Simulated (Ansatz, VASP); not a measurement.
Mo: VASP beside Ansatz

```
Mo
1.0
     2.71088    0.00000    0.00000
    -0.90363    2.55584    0.00000
     0.00000    0.00000   18.42684
Mo
3
Direct
  0.50000 0.50000 0.37988
  0.00000 0.00000 0.49691
  0.50000 0.50000 0.61395
```

Alike in both runs: functional PBE; dispersion D3(BJ); k mesh 11 × 11 × 1; occupations gaussian, width 0.1 eV; no spin polarisation.

Ansatz relaxed the structure, and its values are those at the end. VASP's run is a single point on that final structure, the one shown.

```csv
,VASP,Ansatz
version,VASP 6.6.1,Ansatz 0.2.0
potentials or method,"VASP PAW PBE potentials, release 64 (Mo_sv)","scalar-relativistic, plane waves, PAW"
plane-wave cutoff (eV),520,420
valence electrons in the cell,42,42
```

VASP gave:

* gap on the k mesh at the Fermi level (eV): none
* rms of the force components (eV/Å): 0.012

Q: Which values does Ansatz return?

A: gap on the k mesh at the Fermi level (eV): none; rms of the force components (eV/Å): 0.000.

A gap of «none» marks a metal or a gap that the smearing closes.
